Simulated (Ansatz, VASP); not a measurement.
This is a calculation of Pb for VASP 6.6.1.

The input INCAR:

```
PREC = Accurate
ENCUT = 520
EDIFF = 1E-6
ISMEAR = -1
SIGMA = 0.05
LREAL = F
LASPH = T
NELM = 100
ALGO = Normal
ISIF = 2
LWAVE = F
LCHARG = F
GGA = PE
NBANDS = 13
```

Contents of KPOINTS:

```
regular mesh
0
Gamma
  9 9 9
```

Contents of POSCAR:

```
Pb
1.0
   -1.9392470115      1.9392470115      1.9392470115
    1.9392470115     -1.9392470115      1.9392470115
    1.9392470115      1.9392470115     -1.9392470115
Pb
1
Direct
    0.0000000000      0.0000000000      0.0000000000
```

Potentials or basis: VASP PAW PBE potentials, release 64 (Pb_d).

Command:

```sh
$ cat potpaw_PBE.64/Pb_d/POTCAR > POTCAR
$ mpirun -np 1 vasp_std > vasp.out
```

**Question.** Translate it to Ansatz 0.2.0. Potentials there: all-electron LAPW, scalar-relativistic.

**Answer.** As run (the cutoff follows the program's own potentials):

Contents of input.yaml:

```yaml
crystal:
  lattice:
    - [-1.9392470115, 1.9392470115, 1.9392470115]
    - [1.9392470115, -1.9392470115, 1.9392470115]
    - [1.9392470115, 1.9392470115, -1.9392470115]
  atoms:
    - { symbol: Pb, position: [0.0, 0.0, 0.0] }
kpoints:
  mp_grid: { grid: [9, 9, 9] }
scf:
  occupations: { method: fermi_dirac, width: 0.05 }
hamiltonian:
  xc: pbe
  pseudopotentials: { kind: all_electron, lapw: { basis_error: 0.0005 } }
output:
  forces: true
  stress: true
  eigenvalues: true
```

Potentials or basis: all-electron LAPW, scalar-relativistic.

Launch:

```bash
$ ansatz run input.yaml --threads 1 --pin off --max-ram 2560MiB --backend cpu --events-out ev --progress --plain --runs-dir out
```

Both were run:

|  | VASP | Ansatz | Ansatz less VASP |
| --- | --- | --- | --- |
| gap on the k mesh at the Fermi level (eV) | none | none | - |
| pressure (GPa) | 3.9 | 3.9 | +0.06 |

A gap of «none» marks a metal or a gap that the smearing closes. Ansatz ran all-electron here, so the differences hold the error of VASP's frozen core and of both bases.

The runs have no spin-orbit coupling, so splittings on Pb are missing.
